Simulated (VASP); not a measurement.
# Settings for CaSe: relaxation of the cell

CaSe, Fm-3m (no. 225), 2 atoms in the cell. PBEsol; PAW potentials Se, Ca_sv (PBE set). VASP 6.6.1. The cell is changed on purpose: volume scaled by 1.03.

Wanted: cell volume within 1 %; lattice lengths within 0.4 %; shortest distances from each atom, periodic images included within 0.02 Å.

What the run is for: cell; Accuracy asked: screening.

The series start from Plane-wave cutoff (eV): 400; k-point mesh: 5 × 5 × 5; Relaxation passes: 2; Ionic threshold (EDIFFG): -0.005; Electronic threshold (eV): 1e-6; Precision mode (PREC): Accurate; Relaxation algorithm: IBRION=2 POTIM=0.5. Each series keeps the choices made before it, and each single choice may use up half of a tolerance. Times cover all steps of a run.

## Plane-wave cutoff (eV)

| Plane-wave cutoff (eV) | Cell volume (Å³) | Lattice lengths, largest deviation against the largest value | Shortest distances from each atom, periodic images included, largest deviation (Å) | Time (s) |
|---|---|---|---|---|
| 260 | 50.6 | 0.12 % | 0.004 | 39 |
| 300 | 50.68 | 0.069 % | 0.002 | 36 |
| 340 | 50.71 | 0.046 % | 0.001 | 42 |
| 400 | 50.74 | 0.027 % | 0.001 | 42 |
| 460 | 50.75 | 0.019 % | 0.001 | 47 |
| 560 | 50.78 | 0.0019 % | 0.000 | 61 |
| 700 (reference) | 50.78 | 0 % | 0.000 | 69 |

## k-point mesh

| k-point mesh | Cell volume (Å³) | Lattice lengths, largest deviation against the largest value | Shortest distances from each atom, periodic images included, largest deviation (Å) | Time (s) |
|---|---|---|---|---|
| 3 × 3 × 3 | 51.18 | 0.38 % | 0.011 | 32 |
| 4 × 4 × 4 | 50.74 | 0.095 % | 0.003 | 34 |
| 5 × 5 × 5 | 50.6 | 0.0019 % | 0.000 | 39 |
| 7 × 7 × 7 | 50.6 | 0.0014 % | 0.000 | 44 |
| 8 × 8 × 8 (reference) | 50.6 | 0 % | 0.000 | 52 |

## Relaxation passes

| Relaxation passes | Cell volume (Å³) | Lattice lengths, largest deviation against the largest value | Shortest distances from each atom, periodic images included, largest deviation (Å) | Time (s) |
|---|---|---|---|---|
| 1 | 50.74 | 0 % | 0.000 | 26 |
| 2 | 50.74 | 0 % | 0.000 | 34 |
| 3 (reference) | 50.74 | 0 % | 0.000 | 44 |

## Ionic threshold (EDIFFG)

| Ionic threshold (EDIFFG) | Cell volume (Å³) | Lattice lengths, largest deviation against the largest value | Shortest distances from each atom, periodic images included, largest deviation (Å) | Time (s) |
|---|---|---|---|---|
| -0.05 | 50.74 | 0 % | 0.000 | 26 |
| -0.02 | 50.74 | 0 % | 0.000 | 25 |
| -0.01 | 50.74 | 0 % | 0.000 | 25 |
| -0.005 | 50.74 | 0 % | 0.000 | 26 |
| -0.002 (reference) | 50.74 | 0 % | 0.000 | 25 |

## Electronic threshold (eV)

| Electronic threshold (eV) | Cell volume (Å³) | Lattice lengths, largest deviation against the largest value | Shortest distances from each atom, periodic images included, largest deviation (Å) | Time (s) |
|---|---|---|---|---|
| 0.0001 | 50.78 | 0.026 % | 0.001 | 20 |
| 1e-5 | 50.75 | 0.0019 % | 0.000 | 23 |
| 1e-6 | 50.74 | 0 % | 0.000 | 26 |
| 1e-7 (reference) | 50.74 | 0 % | 0.000 | 28 |

## Precision mode (PREC)

| Precision mode (PREC) | Cell volume (Å³) | Lattice lengths, largest deviation against the largest value | Shortest distances from each atom, periodic images included, largest deviation (Å) | Time (s) |
|---|---|---|---|---|
| Normal | 50.78 | 0 % | 0.000 | 18 |
| Accurate (reference) | 50.78 | 0 % | 0.000 | 20 |

## Relaxation algorithm

| Relaxation algorithm | Cell volume (Å³) | Lattice lengths, largest deviation against the largest value | Shortest distances from each atom, periodic images included, largest deviation (Å) | Time (s) |
|---|---|---|---|---|
| IBRION=2 POTIM=0.5 | 50.78 | 0 % | 0.000 | 18 |
| IBRION=2 POTIM=0.2 | 50.81 | 0.02 % | 0.001 | 18 |
| IBRION=1 POTIM=0.5 | 50.63 | 0.098 % | 0.003 | 18 |
| IBRION=1 POTIM=0.2 | 50.83 | 0.032 % | 0.001 | 19 |

## Question

The rows run from the loosest to the tightest (no order: relaxation algorithm). For each series: choose the loosest value from which every tighter one stays within half of the tolerance; where there is no order, keep the first row unless others stay within half of the tolerance and take at least 30 % less time, and then take the fastest.

## Answer

- Plane-wave cutoff (eV): 260
- k-point mesh: 4 × 4 × 4
- Relaxation passes: 1
- Ionic threshold (EDIFFG): -0.05
- Electronic threshold (eV): 0.0001
- Precision mode (PREC): Normal
- Relaxation algorithm: IBRION=2 POTIM=0.5

## All choices together

| Input | Cell volume (Å³) | Lattice lengths, largest deviation against the largest value | Shortest distances from each atom, periodic images included, largest deviation (Å) | Time (s) |
|---|---|---|---|---|
| the program's defaults (naive) | 50.61 | 0.089 % | 0.003 | 22 |
| chosen settings | 50.78 | 0.027 % | 0.001 | 18 |
| reference settings throughout | 50.74 | 0 % | 0.000 | 178 |

The tolerance is met.

Values of the reference run: Lattice lengths: 4.156, 4.156, 4.156 Å; Shortest distances from each atom, periodic images included: 2.938, 2.938, 2.938, 2.938, 2.938, 2.938, 2.938, 2.938 Å.

## The input

INCAR.step1:
```
  ALGO = Normal
  EDIFF = 1E-4
  EDIFFG = -0.05
  EFERMI = MIDGAP
  ENCUT = 260
  GGA = PS
  GGA_COMPAT = False
  IBRION = 2
  ISIF = 3
  ISMEAR = 0
  LASPH = True
  LCHARG = False
  LREAL = False
  LWAVE = False
  NELM = 120
  NELMIN = 4
  NSW = 80
  POTIM = 0.5
  PREC = Normal
  SIGMA = 0.03
```

INCAR.step2, as INCAR.step1 but for:
```
- EDIFFG = -0.05
- IBRION = 2
- ISIF = 3
- NELMIN = 4
- NSW = 80
- POTIM = 0.5
+ ISIF = 2
```

KPOINTS:
```
Automatic mesh
0
Gamma
  4 4 4
  0 0 0
```

POSCAR.step1:
```
CaSe
1.0
    0.0000000000      2.9852692303      2.9852692303
    2.9852692303      0.0000000000      2.9852692303
    2.9852692303      2.9852692303      0.0000000000
Se Ca
1 1
Direct
    0.5000000000      0.5000000000      0.5000000000
    0.0000000000      0.0000000000      0.0000000000
```

Commands (each step's output is kept before the next begins):
```
cat potpaw_PBE.64/Se/POTCAR potpaw_PBE.64/Ca_sv/POTCAR > POTCAR
cp INCAR.step1 INCAR
cp POSCAR.step1 POSCAR
mpirun -np 1 vasp_std > vasp.out
cp CONTCAR POSCAR
cp INCAR.step2 INCAR
mpirun -np 1 vasp_std > vasp.out
```

The naive input happens to agree within the tolerance here, in 22 s.

The chosen input took VASP 6.6.1 18 s on 1 core (AMD EPYC 9R14 (Zen 4)), a shared host.

## An input that fails: cell relaxed at a low cutoff

It runs to its end, but against the unchanged starting input it is off by 6.5 % in the cell volume, 2.2 % in the lattice lengths, 0.065 Å in the shortest distances from each atom, periodic images included.

Changes against the starting input:
```
(all steps)
- PREC = Accurate
- NELM = 120
- ENCUT = 400
+ PREC = Low
+ NELM = 90
+ ENCUT = 190
```
